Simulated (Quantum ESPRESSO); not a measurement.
Crystal: CdSe.

```
CELL_PARAMETERS angstrom
0.00000 2.87396 2.87396
2.87396 0.00000 2.87396
2.87396 2.87396 0.00000
ATOMIC_POSITIONS crystal
Cd 0.00000 0.00000 0.00000
Se 0.50000 0.50000 0.50000
```

Measurements of this composition are mostly on another form, of space group No. 186.

| Property | Result |
| --- | --- |
| Program | Quantum ESPRESSO 7.5 |
| Task | single point |
| Functional | PBE |
| Potentials or basis | SSSP 1.3 efficiency PBE |
| Cutoff | 816 eV |
| Density cutoff | 6531 eV |
| k mesh | 8 × 8 × 8 |
| Occupations | fermi-dirac, width 0.05 eV |
| Spin | no spin polarisation |

On this cell: pressure -0.3 GPa; largest force zero by symmetry; band gap on the k mesh none (metal or under the smearing width).

The same run follows on a disturbed copy (atoms moved at random, drawn with an rms of 0.05 Å):

```
Cd Se
1.0
     0.00000    2.87396    2.87396
     2.87396    0.00000    2.87396
     2.87396    2.87396    0.00000
Cd Se
1 1
Direct
  0.98646 0.00218 0.01217
  0.49273 0.50827 0.48448
```

What changes?

The energy (extrapolated to zero smearing) moves by +2.3 meV/atom; pressure -0.1 GPa; largest force 0.099 eV/Å; band gap on the k mesh none (metal or under the smearing width).

Forces in eV/Å, atoms in the order of the input:
```
Cd  -0.066 -0.065  0.036
Se   0.066  0.065 -0.036
```

Stress tensor (GPa, compression positive):
```
-0.02 -0.03  0.02
-0.03 -0.03  0.02
 0.02  0.02 -0.22
```
